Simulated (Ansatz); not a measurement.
The cell is zincblende KF; cell and atoms were relaxed with r2SCAN. K has 4 F at 2.54 Å; F has 4 K at 2.54 Å.

Space group F-43m (No. 216). a = 5.871 Å, b = 5.871 Å, c = 5.871 Å, α = 90.00°, β = 90.00°, γ = 90.00°

| atom | site | symmetry | x | y | z |
| --- | --- | --- | --- | --- | --- |
| K | 4a | -43m | 0.0000 | 0.0000 | 0.0000 |
| F | 4d | -43m | 0.2500 | 0.2500 | 0.7500 |

The questions ask for values computed with the PAW code Ansatz on this geometry. All values are calculated for a non-magnetic cell, which may be hypothetical.

(1) Is there a gap with PBE, and of what kind?

(2) Estimate the gap with LDA on 8×8×8.

(3) How does the gap change from PBE to r2SCAN (8×8×8)?

(4) How does the gap change from PBE to HSE06 (6×6×6)?

(5) Roughly how does the cost of the LDA run (8×8×8) compare with r2SCAN's (8×8×8)?

(6) How strongly does the crystal screen a field with clamped ions (r2SCAN)?

(7) What fraction of exact exchange does the dielectric-dependent hybrid take (1/ε∞ of PBE, averaged over directions)?

Results:

(1) The PBE gap is indirect, 5.17 eV (W to Γ), below the direct gap of 5.38 eV at Γ.

(2) With LDA the valence top lies at W and the conduction bottom at Γ, 4.93 eV higher; the smallest vertical gap, at Γ, is 5.16 eV. The gap differs by -0.24 eV from PBE's.

(3) With r2SCAN the valence top lies at W and the conduction bottom at Γ, 5.75 eV higher; the smallest vertical gap, at Γ, is 5.96 eV. The gap differs by +0.58 eV from PBE's.

(4) The HSE06 gap is indirect, 7.04 eV (W to Γ), below the direct gap of 7.26 eV at Γ. The gap differs by +1.87 eV from PBE's.

(5) About 0.4 times as much (2.3 core-seconds against 6 core-seconds, on 2 threads of Arm Neoverse V1, on a shared host).

(6) ε∞: 1.70 in all directions. Born charges, averaged over directions: K +1.08, F -1.08 e.

(7) 0.573.

The meshes of the hybrids are coarse, so their gaps aren't converged to the digits shown.
